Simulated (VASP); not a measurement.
## Cu under changes of volume

One of the cells (11.344 Å³/atom); the others are scaled copies at fixed shape and fractional positions:

```
Cu
1.0
     0.00000    1.78338    1.78338
     1.78338    0.00000    1.78338
     1.78338    1.78338    0.00000
Cu
1
Direct
  0.00000 0.00000 0.00000
```

* Program: VASP 6.6.1
* Functional: PBE
* Dispersion: D3(BJ)
* Potentials or basis: VASP PAW PBE potentials, release 64 (Cu)
* Cutoff: 520 eV
* k mesh: 12 × 12 × 12
* Occupations: fermi-dirac, width 0.05 eV
* Spin: no spin polarisation

```csv
volume (Å³/atom),energy over the lowest point (meV/atom),pressure (GPa)
10.890,10.25,7.4
11.117,?,?
11.344,0.00,0.0
11.571,2.20,-3.1
11.798,8.52,-5.9
```

**Question.** What does the run at 11.117 Å³/atom give?

**Answer.** Energy over the lowest point 2.48 meV/atom; pressure 3.5 GPa.

Worked out: A Birch-Murnaghan fit of order 2 (a polynomial in V^(-2/3)) to the other rows has its minimum at 11.35 Å³/atom with B0 = V·E''(V) = 164 GPa. It gives 2.55 meV/atom at 11.117 Å³/atom, against the run's 2.48, and -dE/dV = 3.5 GPa, against 3.5.

Energies are extrapolated to zero smearing.

Caveats: pairwise dispersion overbinds metals, which lowers pressure and volume.
